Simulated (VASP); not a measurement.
# CdTe (F-43m) in VASP: notebook

Aim: see how the results for CdTe move with the level of theory and the settings. Levels: r2SCAN, LDA. Tasks: relaxation of cell and atoms.

All numbers are computed with VASP 6.6.1; they aren't measurements. Logs are shortened: lines on timing, memory, paths and dates and some standing lists are left out, and cuts for length are marked.

**1. The crystal as given**

The structure is cubic, space group F-43m (No. 216). The conventional cell has a = 6.561 Å, b = 6.561 Å, c = 6.561 Å, α = 90.00°, β = 90.00°, γ = 90.00°. Cd (site symmetry -43m) has 4 Te at 2.84 Å as nearest neighbours. Te (site symmetry -43m) is surrounded by 4 Cd at 2.84 Å.

**2. Relaxation of cell and atoms, r2SCAN**

INCAR reads:

```
PREC     = Accurate       # precision mode
ENCUT    = 600            # plane-wave cutoff, eV
EDIFF    = 1E-7           # SCF threshold, eV
ISMEAR   = 0              # smearing method
SIGMA    = 0.03           # smearing width, eV
LREAL    = False          # projectors in reciprocal space
LASPH    = True           # aspherical terms in the spheres
NELM     = 80             # most SCF steps
ALGO     = Normal         # electronic algorithm
ISIF     = 3              # what is computed and relaxed
LWAVE    = False          # write WAVECAR
LCHARG   = False          # write CHGCAR
METAGGA  = R2SCAN         # meta-GGA
LMIXTAU  = True         
IBRION   = 2              # ionic algorithm
NSW      = 90             # ionic steps
EDIFFG   = -0.005         # ionic threshold
```

KPOINTS reads:

```
regular mesh
0
Gamma
  8 8 8
```

POSCAR reads:

```
CdTe                                    
1.0
    0.0000000000      3.2804065418      3.2804065418
    3.2804065418      0.0000000000      3.2804065418
    3.2804065418      3.2804065418     -0.0000000000
  Cd              Te            
     1     1
Direct
     0.0000000000000000    0.0000000000000000    0.0000000000000000
     0.2500000000000000    0.2500000000000000    0.2500000000000000
```

Potentials or basis: VASP PAW PBE potentials, release 64 (Cd, Te).

On the command line:

```console
$ cat potpaw_PBE.64/Cd/POTCAR potpaw_PBE.64/Te/POTCAR > POTCAR
$ mpirun -np 1 vasp_std > vasp.out
```

OUTCAR:

```text
PREC = Accurate
   ENCUT = 600
   EDIFF = 1E-7
   ISMEAR = 0
   LREAL = False
   LASPH = True
   NELM = 80
   ISIF = 3
   METAGGA = R2SCAN
   IBRION = 2
   NSW = 90
   EDIFFG = -0.005

 ion  position               nearest neighbor table
   1  0.000  0.000  0.000-   2 2.84   2 2.84   2 2.84   2 2.84
   2  0.250  0.250  0.250-   1 2.84   1 2.84   1 2.84   1 2.84

  LATTYP: Found a face centered cubic cell.
 ALAT       =     6.5608130836

  Lattice vectors:

 A1 = (   0.0000000000,   3.2804065418,   3.2804065418)
 A2 = (   3.2804065418,   0.0000000000,   3.2804065418)
 A3 = (   3.2804065418,   3.2804065418,   0.0000000000)

Analysis of symmetry for initial positions (statically):
=====================================================================
 Subroutine PRICEL returns:
 Original cell was already a primitive cell.

 Routine SETGRP: Setting up the symmetry group for a
 face centered cubic supercell.

 Subroutine GETGRP returns: Found 24 space group operations
 (whereof 24 operations were pure point group operations)
 out of a pool of 48 trial point group operations.

The static configuration has the point symmetry T_d .

Analysis of symmetry for dynamics (positions and initial velocities):
=====================================================================
 Subroutine PRICEL returns:
 Original cell was already a primitive cell.

 Routine SETGRP: Setting up the symmetry group for a
 face centered cubic supercell.

 Subroutine GETGRP returns: Found 24 space group operations
 (whereof 24 operations were pure point group operations)
 out of a pool of 48 trial point group operations.

The dynamic configuration has the point symmetry T_d .

 Subroutine INISYM returns: Found 24 space group operations
 (whereof 24 operations are pure point group operations),
 and found     1 'primitive' translations

----------------------------------------------------------------------------------------

                                     Primitive cell

  volume of cell :      70.6013

  direct lattice vectors                    reciprocal lattice vectors
     0.000000000  3.280406542  3.280406542    -0.152420133  0.152420133  0.152420133
     3.280406542  0.000000000  3.280406542     0.152420133 -0.152420133  0.152420133
     3.280406542  3.280406542  0.000000000     0.152420133  0.152420133 -0.152420133

  length of vectors
     4.639195422  4.639195422  4.639195422     0.263999414  0.263999414  0.263999414

  position of ions in fractional coordinates (direct lattice)
     0.000000000  0.000000000  0.000000000
     0.250000000  0.250000000  0.250000000

  ion indices of the primitive-cell ions
   primitive index   ion index
                 1           1
                 2           2

----------------------------------------------------------------------------------------

 KPOINTS: regular mesh

Automatic generation of k-mesh.
 Grid dimensions read from file:
 generate k-points for:    8    8    8

 Generating k-lattice:

  Cartesian coordinates                     Fractional coordinates (reciprocal lattice)
    -0.019052517  0.019052517  0.019052517     0.125000000  0.000000000  0.000000000
     0.019052517 -0.019052517  0.019052517     0.000000000  0.125000000  0.000000000
     0.019052517  0.019052517 -0.019052517     0.000000000  0.000000000  0.125000000

  Length of vectors
     0.032999927  0.032999927  0.032999927

  Shift w.r.t. Gamma in fractional coordinates (k-lattice)
     0.000000000  0.000000000  0.000000000

 Subroutine IBZKPT returns following result:
 ===========================================

 Found     29 irreducible k-points:

 Following reciprocal coordinates:
            Coordinates               Weight
  0.000000  0.000000  0.000000      1.000000
  0.125000  0.000000  0.000000      8.000000
  0.250000  0.000000  0.000000      8.000000
  0.375000  0.000000  0.000000      8.000000
  0.500000  0.000000  0.000000      4.000000
  0.125000  0.125000  0.000000      6.000000
[... 16 lines left out ...]
  0.500000  0.250000  0.125000     48.000000
 -0.375000  0.250000  0.125000     24.000000
 [... further k-points ...]
   k-points           NKPTS =     29   k-points in BZ     NKDIM =     29   number of bands    NBANDS=     13
   number of dos      NEDOS =    301   number of ions     NIONS =      2
   total plane-waves  NPLWV =  64000
   dimension x,y,z NGX =    40 NGY =   40 NGZ =   40
   dimension x,y,z NGXF=    80 NGYF=   80 NGZF=   80
   ions per type =               1   1
   NGX,Y,Z   is equivalent  to a cutoff of  14.33, 14.33, 14.33 a.u.
   NGXF,Y,Z  is equivalent  to a cutoff of  28.67, 28.67, 28.67 a.u.
 SYSTEM =  unknown system
   PREC   = accura    normal or accurate (medium, high low for compatibility)
   ISTART =      0    job   : 0-new  1-cont  2-samecut
   ICHARG =      2    charge: 1-file 2-atom 10-const
   ISPIN  =      1    spin polarized calculation?
   LNONCOLLINEAR =      F non collinear calculations
   LSORBIT =      F    spin-orbit coupling
   LASPH  =      T    aspherical Exc in radial PAW
   ENCUT  =  600.0 eV  44.10 Ry    6.64 a.u.   9.27  9.27  9.27*2*pi/ulx,y,z
   NELM   =     80;   NELMIN=  2; NELMDL= -5     # of ELM steps
   EDIFF  = 0.1E-06   stopping-criterion for ELM
   LREAL  =      F    real-space projection
   EDIFFG = -.5E-02   stopping-criterion for IOM
   NSW    =     90    number of steps for IOM
   IBRION =      2    ionic relax: 0-MD 1-quasi-New 2-CG
   NFREE  =      1    steps in history (QN), initial steepest desc. (CG)
   ISIF   =      3    stress and relaxation
   ISYM   =      2    0-nonsym 1-usesym 2-fastsym
   POTIM  = 0.5000    time-step for ionic-motion
   TEBEG  =    0.0;   TEEND  =   0.0 temperature during run
   PSTRESS=    0.0 pullay stress
   NELECT =      18.0000    total number of electrons
   NUPDOWN=      -1.0000    fix difference up-down
   EMIN   =  10.00;   EMAX   =-10.00  energy-range for DOS
   EFERMI =   0.00;   METHOD = LEGACY
   ISMEAR =     0;   SIGMA  =   0.03  broadening in eV -4-tet -1-fermi 0-gaus
   EFERMI_NEDOS =   21; number of points for ismear=-14 and -15
   IALGO  =     38    algorithm
   IMIX   =      4    mixing-type and parameters
     AMIX     =   0.40;   BMIX     =  1.00
     AMIX_MAG =   1.60;   BMIX_MAG =  1.00
  volume/ion in A,a.u.               =      35.30       238.22
  Fermi-wavevector in a.u.,A,eV,Ry     =   1.038073  1.961674 14.661585  1.077596
  Thomas-Fermi vector in A             =   2.172541
   LORBIT       =      0    0 simple, 1 ext, 2 COOP (PROOUT), +10 PAW based schemes
   METAGGA = R2SCAN    functional components
   LHFCALC =     F    Hartree Fock is set to
   AEXX    =    0.0000 exact exchange contribution
   IVDW    =     0    specifies the selected vdW correction
   LEPSILON=     F    determine dielectric tensor
   LRPA    =     F    only Hartree local field effects (RPA)
 conjugate gradient relaxation of ions
 non-spin polarized calculation
 Gauss-broadening in eV      SIGMA  =   0.03
  energy-cutoff  :      600.00
  volume of cell :       70.60
 maximum number of plane-waves:      2397
 NGX is ok and might be reduce to    40
   NGX = 19   NGY = 19   NGZ = 19

 number of electron      17.9999999 magnetization

 Free energy of the ion-electron system (eV)
  ---------------------------------------------------
  ext. energy  EPLUGINS =         0.00000000
  ---------------------------------------------------
  free energy    TOTEN  =       -46.64568008 eV

  energy without entropy =      -46.64568008  energy(sigma->0) =      -46.64568008

 E-fermi :   1.9295     XC(G=0):  -8.9343

 val. band max:        1.7713739515   @ k =   0.0000   0.0000   0.0000
 cond. band min:       2.9243060533   @ k =   0.0000   0.0000   0.0000
 fundamental gap:      1.1529321019
 Fermi energy:         1.9294695391

 k-point     1 :       0.0000    0.0000    0.0000
  band No.  band energies     occupation
      1      -9.5444      2.00000
      2      -6.6715      2.00000
      3      -6.6715      2.00000
      4      -6.6715      2.00000
      5      -6.4153      2.00000
      6      -6.4153      2.00000
      7       1.7714      2.00000
      8       1.7714      2.00000
      9       1.7714      2.00000
     10       2.9243      0.00000
     11       6.8268      0.00000
     12       6.8268      0.00000
     13       6.8268      0.00000

 k-point     2 :       0.1250    0.0000    0.0000
  band No.  band energies     occupation
      1      -9.4890      2.00000
      2      -6.6609      2.00000
      3      -6.6609      2.00000
      4      -6.6237      2.00000
      5      -6.4159      2.00000
      6      -6.4159      2.00000
      7       0.6468      2.00000
      8       1.6430      2.00000
      9       1.6430      2.00000
     10       3.7360      0.00000
     11       6.7687      0.00000
     12       7.0333      0.00000
     13       7.0333      0.00000

 k-point     3 :       0.2500    0.0000    0.0000
  band No.  band energies     occupation
      1      -9.3552      2.00000
      2      -6.6372      2.00000
      3      -6.6372      2.00000
      4      -6.4676      2.00000
      5      -6.4153      2.00000
      6      -6.4153      2.00000
      7      -0.8433      2.00000
      8       1.3673      2.00000
      9       1.3673      2.00000
     10       4.1227      0.00000
     11       7.3585      0.00000
     12       7.3585      0.00000
     13       7.4840      0.00000

 k-point     4 :       0.3750    0.0000    0.0000
  band No.  band energies     occupation
      1      -9.2235      2.00000
      2      -6.6170      2.00000
      3      -6.6170      2.00000
      4      -6.4105      2.00000
      5      -6.4105      2.00000
      6      -6.2200      2.00000
      7      -2.0287      2.00000
      8       1.1267      2.00000
      9       1.1267      2.00000
     10       4.0295      0.00000
     11       7.4106      0.00000
     12       7.4106      0.00000
     13       8.7481      0.00000

 k-point     5 :       0.5000    0.0000    0.0000
  band No.  band energies     occupation
      1      -9.1702      2.00000
      2      -6.6099      2.00000
      3      -6.6099      2.00000
      4      -6.4070      2.00000
      5      -6.4070      2.00000
      6      -6.0701      2.00000
      7      -2.5133      2.00000
      8       1.0347      2.00000
      9       1.0347      2.00000
     10       3.9627      0.00000
     11       7.3724      0.00000
     12       7.3724      0.00000
     13       9.1505      0.00000
[... 257 lines left out ...]
 k-point    22 :       0.3750    0.2500    0.1250
  band No.  band energies     occupation
      1      -9.2578      2.00000
      2      -6.6101      2.00000
      3      -6.5983      2.00000
      4      -6.4569      2.00000
      5      -6.4057      2.00000
      6      -6.3245      2.00000
      7      -1.2009      2.00000
      8       0.3598      2.00000
      9       0.9994      2.00000
     10       5.1943      0.00000
     11       6.1545      0.00000
     12       7.6574      0.00000
     13       8.4780      0.00000

 k-point    23 :       0.5000    0.2500    0.1250
  band No.  band energies     occupation
      1      -9.1553      2.00000
      2      -6.5903      2.00000
      3      -6.5810      2.00000
      4      -6.4396      2.00000
      5      -6.4057      2.00000
      6      -6.1063      2.00000
      7      -1.9695      2.00000
      8      -0.0815      2.00000
      9       0.7099      2.00000
     10       5.3426      0.00000
     11       6.6996      0.00000
     12       7.6155      0.00000
     13       8.9142      0.00000

 k-point    24 :      -0.3750    0.2500    0.1250
  band No.  band energies     occupation
      1      -9.1140      2.00000
      2      -6.5842      2.00000
      3      -6.5744      2.00000
      4      -6.4290      2.00000
      5      -6.4097      2.00000
      6      -5.9780      2.00000
      7      -2.3237      2.00000
      8      -0.2001      2.00000
      9       0.5665      2.00000
     10       5.3303      0.00000
     11       6.7302      0.00000
     12       8.1372      0.00000
     13       9.3312      0.00000

 [... further k-points ...]
[... 5 lines left out ...]
  --------------------------------------------------------------------------------------
  -------------------------------------------------------------------------------------
  Total        0.0017215      0.0017215      0.0017215      0.0000000      0.0000000      0.0000000
  in kB        0.0390660      0.0390660      0.0390660      0.0000000      0.0000000      0.0000000
  external PRESSURE =       0.0390660 kB  Pullay stress =       0.0000000 kB

 VOLUME and BASIS-vectors are now :
 -----------------------------------------------------------------------------
  energy-cutoff  :      600.00
  volume of cell :       70.60
      direct lattice vectors                 reciprocal lattice vectors
     0.000000000  3.280406542  3.280406542    -0.152420133  0.152420133  0.152420133
     3.280406542  0.000000000  3.280406542     0.152420133 -0.152420133  0.152420133
     3.280406542  3.280406542  0.000000000     0.152420133  0.152420133 -0.152420133

 POSITION                                       TOTAL-FORCE (eV/Angst)
 -----------------------------------------------------------------------------------
      0.00000      0.00000      0.00000         0.000000     -0.000000     -0.000000
      1.64020      1.64020      1.64020        -0.000000      0.000000      0.000000
 -----------------------------------------------------------------------------------
    total drift:                               -0.000001     -0.000001     -0.000001

  FREE ENERGIE OF THE ION-ELECTRON SYSTEM (eV)
  ---------------------------------------------------
  free  energy   TOTEN  =       -46.6456800839 eV

  energy  without entropy=      -46.6456800839  energy(sigma->0) =      -46.64568008

 reached required accuracy - stopping structural energy minimisation
```

Wall time 1.8 min (1 thread of Intel Xeon 6975P-C (Granite Rapids), shared host); peak memory 0.28 GiB.

What came out:

| Property | Result |
| --- | --- |
| Free energy | -46.6457 eV |
| Pressure after relaxing | 0.0 GPa |
| Band gap on the k mesh | 1.15 eV, direct |

Final structure:
```
Cd Te
1.0
     0.00000    3.28041    3.28041
     3.28041    0.00000    3.28041
     3.28041    3.28041    0.00000
Cd Te
1 1
Direct
  0.00000 0.00000 0.00000
  0.25000 0.25000 0.25000
```

Levels at points of the mesh, in eV from the valence-band top:
```
           k point  band 6  band 7  band 8  band 9  band 10  band 11  band 12  band 13
(0.00, 0.00, 0.00)   -8.19    0.00    0.00    0.00     1.15     5.06     5.06     5.06
(0.50, 0.00, 0.00)   -7.84   -4.28   -0.74   -0.74     2.19     5.60     5.60     7.38
(0.50, 0.50, 0.00)   -7.70   -4.17   -1.79   -1.79     2.96     2.99     9.25     9.63
```

Caveat: the relaxation stopped at its first step, so nothing moved; the PAW data sets were made with another functional, which shifts forces and pressure a little; spin-orbit coupling is left out, which moves the levels of the heavy elements. r2SCAN opens gaps a little over a GGA but as a rule still falls short of measured ones.

(Part 1 of 3 ends here.)
